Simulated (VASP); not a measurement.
# TaN (P6_3/mmc) in VASP: a series of runs

One crystal, TaN, is run at these levels: RPBE+D4, PBE+D3, PBE+D3(BJ), PBE+D4, PBE+rVV10; tasks: relaxation of cell and atoms.

Everything below comes from runs of VASP 6.6.1. Logs are shortened: lines on timing, memory, paths and dates and some standing lists are left out, and cuts for length are marked.

### 1 The crystal as given

Symmetry: P6_3/mmc, No. 194, hexagonal system. The conventional cell has a = 2.922 Å, b = 2.922 Å, c = 5.917 Å, α = 90.00°, β = 90.00°, γ = 120.00°. Ta (site symmetry -3m) has 6 N at 2.24 Å as nearest neighbours. N (site symmetry -6m2) has 6 Ta at 2.24 Å as nearest neighbours.

The cell comes from a database or a generator and needn't be the stable form of this composition.

### 2 Relaxation of cell and atoms, RPBE+D4

Contents of INCAR:

```
PREC     = Accurate       # precision mode
ENCUT    = 600            # plane-wave cutoff, eV
EDIFF    = 1E-6           # SCF threshold, eV
ISMEAR   = -1             # smearing method
SIGMA    = 0.05           # smearing width, eV
LREAL    = False          # projectors in reciprocal space
LASPH    = True           # aspherical terms in the spheres
NELM     = 80             # most SCF steps
ALGO     = Normal         # electronic algorithm
ISIF     = 3              # what is computed and relaxed
LWAVE    = False          # write WAVECAR
LCHARG   = False          # write CHGCAR
GGA      = RP             # functional
IVDW     = 13             # dispersion correction
IBRION   = 2              # ionic algorithm
NSW      = 40             # ionic steps
EDIFFG   = -0.01          # ionic threshold
```

Contents of KPOINTS:

```
Automatic mesh
0
Gamma
  7 7 4
```

Contents of POSCAR:

```
TaN
1.0
    2.9217699809      0.0000000000      0.0000000000
   -1.4608849905      2.5303270275      0.0000000000
    0.0000000000      0.0000000000      5.9165150000
Ta N
2 2
Direct
    0.0000000000      0.0000000000      0.5000000000
    0.0000000000      0.0000000000      0.0000000000
    0.3333333333      0.6666666667      0.2500000000
    0.6666666667      0.3333333333      0.7500000000
```

Potentials or basis: VASP PAW PBE potentials, release 64 (Ta_pv, N).

On the command line:

```console
cat potpaw_PBE.64/Ta_pv/POTCAR potpaw_PBE.64/N/POTCAR > POTCAR
mpirun -np 1 vasp_std > vasp.out
```

OUTCAR:

```text
PREC = Accurate
   ENCUT = 600
   EDIFF = 1E-6
   ISMEAR = -1
   LREAL = False
   LASPH = True
   NELM = 80
   ISIF = 3
   GGA = RP
   IVDW = 13
   IBRION = 2
   NSW = 40
   EDIFFG = -0.01

 ion  position               nearest neighbor table
   1  0.000  0.000  0.500-   3 2.24   4 2.24   4 2.24   3 2.24   4 2.24   3 2.24   2 2.96   2 2.96

   2  0.000  0.000  0.000-   3 2.24   4 2.24   4 2.24   3 2.24   4 2.24   3 2.24   1 2.96   1 2.96

   3  0.333  0.667  0.250-   1 2.24   2 2.24   1 2.24   2 2.24   1 2.24   2 2.24
   4  0.667  0.333  0.750-   1 2.24   2 2.24   1 2.24   2 2.24   1 2.24   2 2.24

  LATTYP: Found a hexagonal cell.
 ALAT       =     2.9217699809
 C/A-ratio  =     2.0249763119

  Lattice vectors:

 A1 = (   2.9217699809,   0.0000000000,   0.0000000000)
 A2 = (  -1.4608849905,   2.5303270275,   0.0000000000)
 A3 = (   0.0000000000,   0.0000000000,   5.9165150000)

Analysis of symmetry for initial positions (statically):
=====================================================================
 Subroutine PRICEL returns:
 Original cell was already a primitive cell.

 Routine SETGRP: Setting up the symmetry group for a
 hexagonal supercell.

 Subroutine GETGRP returns: Found 24 space group operations
 (whereof 12 operations were pure point group operations)
 out of a pool of 24 trial point group operations.

The static configuration has the point symmetry D_3d.
 The point group associated with its full space group is D_6h.

Analysis of symmetry for dynamics (positions and initial velocities):
=====================================================================
 Subroutine PRICEL returns:
 Original cell was already a primitive cell.

 Routine SETGRP: Setting up the symmetry group for a
 hexagonal supercell.

 Subroutine GETGRP returns: Found 24 space group operations
 (whereof 12 operations were pure point group operations)
 out of a pool of 24 trial point group operations.

The dynamic configuration has the point symmetry D_3d.
 The point group associated with its full space group is D_6h.

 Subroutine INISYM returns: Found 24 space group operations
 (whereof 12 operations are pure point group operations),
 and found     1 'primitive' translations

----------------------------------------------------------------------------------------

                                     Primitive cell

  volume of cell :      43.7410

  direct lattice vectors                    reciprocal lattice vectors
     2.921769981  0.000000000  0.000000000     0.342258291  0.197602916  0.000000000
    -1.460884991  2.530327027  0.000000000     0.000000000  0.395205833  0.000000000
     0.000000000  0.000000000  5.916515000     0.000000000  0.000000000  0.169018417

  length of vectors
     2.921769981  2.921769981  5.916515000     0.395205833  0.395205833  0.169018417

  position of ions in fractional coordinates (direct lattice)
     0.000000000  0.000000000  0.500000000
     0.000000000  0.000000000  0.000000000
     0.333333333  0.666666667  0.250000000
     0.666666667  0.333333333  0.750000000

  ion indices of the primitive-cell ions
   primitive index   ion index
                 1           1
                 2           2
                 3           3
                 4           4

----------------------------------------------------------------------------------------

 KPOINTS: Automatic mesh

Automatic generation of k-mesh.
 Grid dimensions read from file:
 generate k-points for:    7    7    4

 Generating k-lattice:

  Cartesian coordinates                     Fractional coordinates (reciprocal lattice)
     0.048894042  0.028228988  0.000000000     0.142857143  0.000000000  0.000000000
     0.000000000  0.056457976  0.000000000     0.000000000  0.142857143  0.000000000
     0.000000000  0.000000000  0.042254604     0.000000000  0.000000000  0.250000000

  Length of vectors
     0.056457976  0.056457976  0.042254604

  Shift w.r.t. Gamma in fractional coordinates (k-lattice)
     0.000000000  0.000000000  0.000000000

 Subroutine IBZKPT returns following result:
 ===========================================

 Found     24 irreducible k-points:

 Following reciprocal coordinates:
            Coordinates               Weight
  0.000000  0.000000  0.000000      1.000000
  0.142857  0.000000  0.000000      6.000000
  0.285714  0.000000  0.000000      6.000000
  0.428571  0.000000  0.000000      6.000000
  0.142857  0.142857  0.000000      6.000000
  0.285714  0.142857  0.000000     12.000000
[... 16 lines left out ...]
  0.428571  0.142857  0.500000      6.000000
  0.285714  0.285714  0.500000      6.000000
   k-points           NKPTS =     24   k-points in BZ     NKDIM =     24   number of bands    NBANDS=     20
   number of dos      NEDOS =    301   number of ions     NIONS =      4
   total plane-waves  NPLWV =  27648
   dimension x,y,z NGX =    24 NGY =   24 NGZ =   48
   dimension x,y,z NGXF=    48 NGYF=   48 NGZF=   96
   ions per type =               2   2
   NGX,Y,Z   is equivalent  to a cutoff of  13.66, 13.66, 13.49 a.u.
   NGXF,Y,Z  is equivalent  to a cutoff of  27.31, 27.31, 26.97 a.u.
 SYSTEM =  unknown system
   PREC   = accura    normal or accurate (medium, high low for compatibility)
   ISTART =      0    job   : 0-new  1-cont  2-samecut
   ICHARG =      2    charge: 1-file 2-atom 10-const
   ISPIN  =      1    spin polarized calculation?
   LNONCOLLINEAR =      F non collinear calculations
   LSORBIT =      F    spin-orbit coupling
   LASPH  =      T    aspherical Exc in radial PAW
   ENCUT  =  600.0 eV  44.10 Ry    6.64 a.u.   5.84  5.84 11.82*2*pi/ulx,y,z
   NELM   =     80;   NELMIN=  2; NELMDL= -5     # of ELM steps
   EDIFF  = 0.1E-05   stopping-criterion for ELM
   LREAL  =      F    real-space projection
   EDIFFG = -.1E-01   stopping-criterion for IOM
   NSW    =     40    number of steps for IOM
   IBRION =      2    ionic relax: 0-MD 1-quasi-New 2-CG
   NFREE  =      1    steps in history (QN), initial steepest desc. (CG)
   ISIF   =      3    stress and relaxation
   ISYM   =      2    0-nonsym 1-usesym 2-fastsym
   POTIM  = 0.5000    time-step for ionic-motion
   TEBEG  =    0.0;   TEEND  =   0.0 temperature during run
   PSTRESS=    0.0 pullay stress
   NELECT =      32.0000    total number of electrons
   NUPDOWN=      -1.0000    fix difference up-down
   EMIN   =  10.00;   EMAX   =-10.00  energy-range for DOS
   EFERMI =   0.00;   METHOD = LEGACY
   ISMEAR =    -1;   SIGMA  =   0.05  broadening in eV -4-tet -1-fermi 0-gaus
   EFERMI_NEDOS =   21; number of points for ismear=-14 and -15
   IALGO  =     38    algorithm
   IMIX   =      4    mixing-type and parameters
     AMIX     =   0.40;   BMIX     =  1.00
     AMIX_MAG =   1.60;   BMIX_MAG =  1.00
  volume/ion in A,a.u.               =      10.94        73.79
  Fermi-wavevector in a.u.,A,eV,Ry     =   1.475124  2.787581 29.606163  2.175992
  Thomas-Fermi vector in A             =   2.589812
   LORBIT       =      0    0 simple, 1 ext, 2 COOP (PROOUT), +10 PAW based schemes
   GGA     = RP    functional components
   LHFCALC =     F    Hartree Fock is set to
   AEXX    =    0.0000 exact exchange contribution
   IVDW    =    13    specifies the selected vdW correction
   LEPSILON=     F    determine dielectric tensor
   LRPA    =     F    only Hartree local field effects (RPA)
 conjugate gradient relaxation of ions
 non-spin polarized calculation
  energy-cutoff  :      600.00
  volume of cell :       43.74
 maximum number of plane-waves:      1478
 NGX is ok and might be reduce to    24
   NGX = 11   NGY = 11   NGZ = 23

--------------------------------------- Ionic step        1  -------------------------------------------

 number of electron      32.0000005 magnetization

 Free energy of the ion-electron system (eV)
  ---------------------------------------------------
  ext. energy  EPLUGINS =         0.00000000
  ---------------------------------------------------
  free energy    TOTEN  =       -41.94568994 eV

  energy without entropy =      -41.93439968  energy(sigma->0) =      -41.94004481

------------------------ aborting loop because EDIFF is reached ----------------------------------------

  DFT-D4 for vdW energy calculation

  Edisp (eV):   -2.39575

  FORCE on cell =-STRESS in cart. coord.  units (eV):
  Direction    XX          YY          ZZ          XY          YZ          ZX
  --------------------------------------------------------------------------------------
  -------------------------------------------------------------------------------------
  Total      -1.84928    -1.84928    -1.01086     0.00000     0.00000     0.00000
  in kB     -67.73683   -67.73683   -37.02638     0.00000     0.00000     0.00000
  external pressure =      -57.50 kB  Pullay stress =        0.00 kB

 VOLUME and BASIS-vectors are now :
 -----------------------------------------------------------------------------
  energy-cutoff  :      600.00
  volume of cell :       43.74
      direct lattice vectors                 reciprocal lattice vectors
     2.921769981  0.000000000  0.000000000     0.342258291  0.197602916  0.000000000
    -1.460884991  2.530327027  0.000000000     0.000000000  0.395205833  0.000000000
     0.000000000  0.000000000  5.916515000     0.000000000  0.000000000  0.169018417
[... 169 lines left out ...]
 POSITION                                       TOTAL-FORCE (eV/Angst)
 -----------------------------------------------------------------------------------
      0.00000      0.00000      2.95743         0.000000      0.000000     -0.000000
     -1.44777      2.50761      0.00000         0.000000      0.000000     -0.000000
     -0.00000      1.67174      1.47872        -0.000000      0.000000      0.000000
      1.44777      0.83587      4.43615         0.000000     -0.000000     -0.000000
 -----------------------------------------------------------------------------------
    total drift:                               -0.000000      0.000000      0.000000

  FREE ENERGIE OF THE ION-ELECTRON SYSTEM (eV)
  ---------------------------------------------------
  free  energy   TOTEN  =       -44.3574755769 eV

  energy  without entropy=      -44.3470973260  energy(sigma->0) =      -44.35228645

--------------------------------------- Ionic step        6  -------------------------------------------

 number of electron      32.0000000 magnetization

 Free energy of the ion-electron system (eV)
  ---------------------------------------------------
  ext. energy  EPLUGINS =         0.00000000
  ---------------------------------------------------
  free energy    TOTEN  =       -41.91120928 eV

  energy without entropy =      -41.90061559  energy(sigma->0) =      -41.90591243

 E-fermi :   8.3290     XC(G=0): -13.3049

 val. band max:        8.3276291771   @ k =   0.1429   0.0000   0.0000
 cond. band min:       8.4121653502   @ k =   0.1429   0.1429   0.2500
 fundamental gap:      0.0845361731
 Fermi energy:         8.3289583867

 k-point     1 :       0.0000    0.0000    0.0000
  band No.  band energies     occupation
      1     -27.2234      2.00000
      2     -26.4557      2.00000
      3     -26.1806      2.00000
      4     -26.1806      2.00000
      5     -26.1190      2.00000
      6     -26.1190      2.00000
[... 12 lines left out ...]
     19       9.0183      0.00000
     20      10.7071      0.00000
[... 553 lines left out ...]
 POSITION                                       TOTAL-FORCE (eV/Angst)
 -----------------------------------------------------------------------------------
      0.00000      0.00000      2.95215         0.000000     -0.000000      0.000000
      0.00000      0.00000      0.00000         0.000000      0.000000      0.000000
     -0.00000      1.67295      1.47607        -0.000000      0.000000      0.000000
      1.44882      0.83647      4.42822        -0.000000     -0.000000     -0.000000
 -----------------------------------------------------------------------------------
    total drift:                               -0.000000      0.000000      0.000000

  FREE ENERGIE OF THE ION-ELECTRON SYSTEM (eV)
  ---------------------------------------------------
  free  energy   TOTEN  =       -44.3578516014 eV

  energy  without entropy=      -44.3472579081  energy(sigma->0) =      -44.35255475

 reached required accuracy - stopping structural energy minimisation
```

It took 82 s on 1 thread of Intel Xeon Platinum 8375C at 2.90GHz (Ice Lake), shared host; peak memory 0.19 GiB.

Results:

```yaml
Free_energy: -44.3579 eV
Relaxed_volume: 10.73 Å³/atom
Relaxed_cell: a = 2.898 Å, b = 2.898 Å, c = 5.904 Å, α = 90.00°, β = 90.00°, γ = 120.00°
Space_group_after_relaxing_to_0.05_Å: P6_3/mmc (No. 194)
Energy_gained_by_relaxing: 4.1 meV/atom
Ionic_steps: 6
Pressure_after_relaxing: 0.1 GPa
Band_gap_on_the_k_mesh: none (metal or under the smearing width)
Dispersion_energy_per_atom: -0.612 eV
```

The path:
| step | energy change (eV) | largest force (eV/Å) | pressure (GPa) | volume (Å³) |
| --- | --- | --- | --- | --- |
| 1 | 0.0000 | 0.0000 | -5.75 | 43.74 |
| 2 | 0.0529 | 0.0000 | 13.99 | 41.30 |
| 3 | -0.0159 | 0.0000 | 0.11 | 42.93 |
| 4 | -0.0159 | 0.0000 | 0.25 | 42.92 |
| 5 | -0.0160 | 0.0000 | -0.13 | 42.95 |
| 6 | -0.0164 | 0.0000 | 0.05 | 42.93 |

Final structure:
```
Ta N
1.0
     2.89763    0.00000    0.00000
    -1.44882    2.50942    0.00000
     0.00000    0.00000    5.90429
Ta N
2 2
Direct
  0.00000 0.00000 0.50000
  0.00000 0.00000 0.00000
  0.33333 0.66667 0.25000
  0.66667 0.33333 0.75000
```

Levels at points of the mesh, in eV from the Fermi level:
```tsv
k point	band 13	band 14	band 15	band 16	band 17	band 18	band 19	band 20
(0.00, 0.00, 0.00)	-3.46	-1.90	-1.90	-0.15	-0.15	0.69	0.69	2.38
(0.00, 0.00, 0.50)	-3.79	-3.79	-0.62	-0.62	1.10	1.10	1.10	1.10
```

Caveat: the PAW data sets were made with another functional, which shifts forces and pressure a little; pairwise dispersion overbinds metals, which lowers pressure and volume. The run has no spin-orbit coupling, so splittings on Ta are missing.

### 3 Relaxation of cell and atoms, PBE+D3

Contents of INCAR:

```
  ALGO = Normal
  EDIFF = 1E-6
  EDIFFG = -0.02
  ENCUT = 600
  GGA = PE
  IBRION = 2
  ISIF = 3
  ISMEAR = -1
  IVDW = 11
  LASPH = True
  LCHARG = False
  LREAL = False
  LWAVE = False
  NELM = 100
  NSW = 40
  PREC = Accurate
  SIGMA = 0.05
```

Contents of KPOINTS:

```
k-points
0
Gamma
  10 10 5
```

POSCAR is that of step 2.

Potentials or basis: VASP PAW PBE potentials, release 64 (Ta_pv, N).

On the command line:

```console
cat potpaw_PBE.64/Ta_pv/POTCAR potpaw_PBE.64/N/POTCAR > POTCAR
mpirun -np 1 vasp_std > vasp.out
```

Run time: 49 s. Hardware: 1 thread of Intel Xeon 6975P-C (Granite Rapids), shared host; peak memory 0.21 GiB.

The run converged. Its results:

```yaml
Free_energy: -45.5399 eV
Relaxed_volume: 10.74 Å³/atom
Relaxed_cell: a = 2.900 Å, b = 2.900 Å, c = 5.899 Å, α = 90.00°, β = 90.00°, γ = 120.00°
Space_group_after_relaxing_to_0.05_Å: P6_3/mmc (No. 194)
Energy_gained_by_relaxing: 3.7 meV/atom
Ionic_steps: 6
Pressure_after_relaxing: 0.1 GPa
Band_gap_on_the_k_mesh: none (metal or under the smearing width)
Dispersion_energy_per_atom: -0.380 eV
```

The path:
```csv
step,energy change (eV),largest force (eV/Å),pressure (GPa),volume (Å³)
1,0.0000,0.0000,-5.70,43.74
2,0.0571,0.0000,14.47,41.32
3,-0.0144,0.0000,0.04,42.98
4,-0.0144,0.0000,0.15,42.96
5,-0.0145,0.0000,-0.03,42.97
6,-0.0147,0.0000,0.06,42.97
```

Final structure:
```yaml
crystal:
  lattice:
    - [2.90018, 0.00000, 0.00000]
    - [-1.45009, 2.51163, 0.00000]
    - [0.00000, 0.00000, 5.89859]
  atoms:
    - { symbol: Ta, position: [0.00000, 0.00000, 0.50000] }
    - { symbol: Ta, position: [0.00000, 0.00000, 0.00000] }
    - { symbol: N, position: [0.33333, 0.66667, 0.25000] }
    - { symbol: N, position: [0.66667, 0.33333, 0.75000] }
```

Levels at points of the mesh, in eV from the Fermi level:
| k point | band 13 | band 14 | band 15 | band 16 | band 17 | band 18 | band 19 | band 20 |
| --- | --- | --- | --- | --- | --- | --- | --- | --- |
| (0.00, 0.00, 0.00) | -3.52 | -1.98 | -1.98 | -0.23 | -0.23 | 0.60 | 0.60 | 2.32 |
| (0.50, 0.00, 0.00) | -4.14 | -3.77 | -2.80 | -2.20 | 2.89 | 4.08 | 4.96 | 5.30 |

Caveat: pairwise dispersion overbinds metals, which lowers pressure and volume. Spin-orbit coupling is left out, which matters for the levels of Ta.

### 4 Relaxation of cell and atoms, PBE+D3(BJ)

Contents of INCAR:

```
PREC     = Accurate       # precision mode
ENCUT    = 600            # plane-wave cutoff, eV
EDIFF    = 1E-6           # SCF threshold, eV
ISMEAR   = -1             # smearing method
SIGMA    = 0.05           # smearing width, eV
LREAL    = F              # projectors in reciprocal space
LASPH    = T              # aspherical terms in the spheres
NELM     = 80             # most SCF steps
ALGO     = Normal         # electronic algorithm
ISIF     = 3              # what is computed and relaxed
LWAVE    = F              # write WAVECAR
LCHARG   = F              # write CHGCAR
GGA      = PE             # functional
IVDW     = 12             # dispersion correction
IBRION   = 2              # ionic algorithm
NSW      = 40             # ionic steps
EDIFFG   = -0.01          # ionic threshold
```

Contents of KPOINTS:

```
Automatic mesh
0
Gamma
  10 10 5
```

POSCAR is that of step 3.

On the command line:

```console
cat potpaw_PBE.64/Ta_pv/POTCAR potpaw_PBE.64/N/POTCAR > POTCAR
mpirun -np 1 vasp_std > vasp.out
```

Run time: 50 s. Hardware: 1 thread of Intel Xeon 6975P-C (Granite Rapids), shared host; peak memory 0.21 GiB.

The run converged. Its results:

| Item | Value |
| --- | --- |
| Free energy | -45.8916 eV |
| Relaxed volume | 10.69 Å³/atom |
| Relaxed cell | a = 2.897 Å, b = 2.897 Å, c = 5.881 Å, α = 90.00°, β = 90.00°, γ = 120.00° |
| Space group after relaxing (to 0.05 Å) | P6_3/mmc (No. 194) |
| Energy gained by relaxing | 5.8 meV/atom |
| Ionic steps | 6 |
| Pressure after relaxing | 0.0 GPa |
| Band gap on the k mesh | none (metal or under the smearing width) |
| Dispersion energy per atom | -0.470 eV |

Step by step:
| step | energy change (eV) | largest force (eV/Å) | pressure (GPa) | volume (Å³) |
| --- | --- | --- | --- | --- |
| 1 | 0.0000 | 0.0000 | -7.40 | 43.74 |
| 2 | 0.1033 | 0.0000 | 19.86 | 40.62 |
| 3 | -0.0230 | 0.0000 | -0.12 | 42.78 |
| 4 | -0.0230 | 0.0000 | 0.03 | 42.76 |
| 5 | -0.0231 | 0.0000 | 0.01 | 42.75 |
| 6 | -0.0233 | 0.0000 | 0.02 | 42.76 |

Final structure:
```
CELL_PARAMETERS angstrom
2.89740 0.00000 0.00000
-1.44870 2.50922 0.00000
0.00000 0.00000 5.88104
ATOMIC_POSITIONS crystal
Ta 0.00000 0.00000 0.50000
Ta 0.00000 0.00000 0.00000
N 0.33333 0.66667 0.25000
N 0.66667 0.33333 0.75000
```

Levels at points of the mesh, in eV from the Fermi level:
```tsv
k point	band 12	band 13	band 14	band 15	band 16	band 17	band 18	band 19	band 20
(0.00, 0.00, 0.00)	-4.39	-3.53	-2.00	-2.00	-0.23	-0.23	0.58	0.58	2.37
(0.50, 0.00, 0.00)	-5.45	-4.15	-3.79	-2.82	-2.19	2.91	4.11	4.98	5.33
```

Caveat: pairwise dispersion overbinds metals, which lowers pressure and volume.

(Part 1 of 2 ends here.)
